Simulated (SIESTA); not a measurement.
Runs of SIESTA 5.4.2 on Al2Pt. The structure is cubic, space group Fm-3m (No. 225). The conventional cell has a = 5.910 Å, b = 5.910 Å, c = 5.910 Å, α = 90.00°, β = 90.00°, γ = 90.00°. Pt (site symmetry m-3m) has 8 Al at 2.56 Å as nearest neighbours. Al (site symmetry -43m) is surrounded by 4 Pt at 2.56 Å. 

```csv
potentials or basis,gap on the mesh (eV),pressure (GPa),relaxed volume (Å³/atom)
"Ansatz (PBE files), DZP (energy shift 0.003 Ry; two zetas on semicore shells)",none,-0.1,17.59
"SG15 1.2 with PseudoDojo 0.4 standard (PBE files), DZP (energy shift 0.003 Ry; two zetas on semicore shells)",none,0.0,(a)
"PseudoDojo 0.4 stringent (PBE files), DZP (energy shift 0.003 Ry; two zetas on semicore shells)",none,0.0,17.64
"PseudoDojo 0.4 standard (PBE files), DZP (energy shift 0.003 Ry; two zetas on semicore shells)",none,0.0,17.64
"SPMS 1.0 (PBE files) or PseudoDojo by element, DZP (energy shift 0.003 Ry; two zetas on semicore shells)",none,0.0,17.73
"PseudoDojo 0.5 standard (PBE files), DZP (energy shift 0.003 Ry; two zetas on semicore shells)",none,0.0,17.64
```

Alike in all rows: task relaxation of cell and atoms; level PBE; no spin polarisation; cell relaxed; k mesh 6 × 6 × 6; smearing fermi-dirac 0.05 eV; grid cutoff 800 Ry; energy shift 0.003 Ry.

Question: Estimate the missing entries.

Answer: (a) 17.70.

Caveats: the basis of atomic orbitals isn't converged, which shifts pressures, moduli and gaps; short orbitals over semicore shells can move pressures by several GPa (some runs); the valence orbitals were made in a potential fitted to the semicore shell under them, which widens gaps by tenths of an eV or more (some runs).

A k mesh can miss the band edges, and the runs leave out spin-orbit coupling on Pt.

A gap of «none» marks a metal or a gap under the smearing width.
